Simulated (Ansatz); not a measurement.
TiC:

```
Ti C
1.0
     0.00000    2.16572    2.16572
     2.16572    0.00000    2.16572
     2.16572    2.16572    0.00000
Ti C
1 1
Cartesian
  0.0000 0.0000 0.0000
  2.1657 2.1657 2.1657
```

The cell is a database's computed one.

* Program: Ansatz 0.2.0
* Task: relaxation of cell and atoms
* Functional: revPBE
* Dispersion: D3(BJ)
* Potentials or basis: all-electron LAPW, scalar-relativistic
* Basis error allowed: 0.001 eV/atom
* k mesh: 11 × 11 × 11
* Occupations: tetrahedron
* Spin: no spin polarisation

At the start: volume 10.16 Å³/atom.

Question: Where does the relaxation end?

Answer: Over 5 steps the energy falls by 14.5 meV/atom and the volume is 9.73 Å³/atom (-4.2 %); space group Fm-3m (No. 225, to 0.05 Å).

Step by step:
| step | energy change (eV) | largest force (eV/Å) | volume (Å³) |
| --- | --- | --- | --- |
| 1 | 0.0000 | 0.0000 | 20.32 |
| 2 | -0.0286 | 0.0000 | 19.57 |
| 3 | -0.0291 | 0.0000 | 19.46 |
| 4 | -0.0291 | 0.0000 | 19.46 |
| 5 | -0.0291 | 0.0000 | 19.46 |

Final structure:
```
Ti C
1.0
     0.00000    2.13497    2.13497
     2.13497    0.00000    2.13497
     2.13497    2.13497    0.00000
Ti C
1 1
Direct
  0.00000 0.00000 0.00000
  0.50000 0.50000 0.50000
```

Caveat: pairwise dispersion overbinds metals, which lowers pressure and volume; with tetrahedron occupations forces and stress needn't match the slope of the energy.
